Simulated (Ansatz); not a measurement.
Input of an Ansatz 0.2.0 run:

File input.yaml:

```yaml
crystal:
  lattice:
    - [0.0, 2.873958, 2.873958]
    - [2.873958, 0.0, 2.873958]
    - [2.873958, 2.873958, 0.0]
  atoms:
    - { symbol: Cd, position: [0.0, 0.0, 0.0] }
    - { symbol: Se, position: [0.5, 0.5, 0.5] }
hamiltonian:
  xc: pbe
  pseudopotentials: { kind: paw }
kpoints:
  mp_grid: { grid: [8, 8, 8] }
scf:
  occupations: { method: gaussian, width: 0.027 }
output:
  forces: true
  stress: true
  eigenvalues: true
```

Potentials or basis: Ansatz PAW.

Launch:

```console
$ ansatz run input.yaml --threads 2 --pin off --max-ram 5632MiB --backend cpu --events-out ev --progress --plain --runs-dir out
```

Question: Estimate the pressure.

Answer: -0.3 GPa.

Question: Predict the band gap on the k mesh.

Answer: None (metal or under the smearing width).
